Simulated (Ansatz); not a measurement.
# Ba: the cost of one run

Program: Ansatz 0.2.0. Level of theory: DFT PBE, scalar-relativistic, plane waves, PAW. These are calculated values, not measurements.

1 further run of the same task is left out (set aside as unsound or not needed).

### 1 The structure to begin with

It takes space group Im-3m (No. 229, cubic). Conventional cell: a = 5.000 Å, b = 5.000 Å, c = 5.000 Å, α = 90.00°, β = 90.00°, γ = 90.00°. Ba (site symmetry m-3m) is surrounded by 8 Ba at 4.33 Å.

Structure file:

```cif
data_structure
_symmetry_space_group_name_H-M 'P 1'
_symmetry_Int_Tables_number 1
_cell_length_a 4.3301
_cell_length_b 4.3301
_cell_length_c 4.3301
_cell_angle_alpha 109.471
_cell_angle_beta 109.471
_cell_angle_gamma 109.471
_cell_volume 62.50
loop_
_atom_site_label
_atom_site_type_symbol
_atom_site_fract_x
_atom_site_fract_y
_atom_site_fract_z
_atom_site_occupancy
Ba1 Ba 0.00000 0.00000 0.00000 1
```

The structure comes from the Crystallography Open Database.

### 2 The listed cell as it stands

input.yaml

```yaml
crystal:
  lattice:
    - [-2.5, 2.5, 2.5]
    - [2.5, -2.5, 2.5]
    - [2.5, 2.5, -2.5]
  atoms:
    - { symbol: Ba, position: [0.0, 0.0, 0.0] }
basis:
  ecutwfc: 420
kpoints:
  mp_grid: { grid: [12, 12, 12] }
hamiltonian:
  xc: pbe
scf:
  occupations: { method: gaussian, width: 0.1 }
output:
  forces: true
  stress: true
  eigenvalues: true
  populations: true
```

Run with:

```console
$ ansatz run input.yaml --threads 1 --pin off --max-ram 1331MiB --backend cpu --events-out ev --progress --plain --runs-dir out
```

Q: Estimate wall time and peak memory on 1 thread of an Arm CPU, shared host.

About 3.6 s, with a peak of 0.32 GiB.
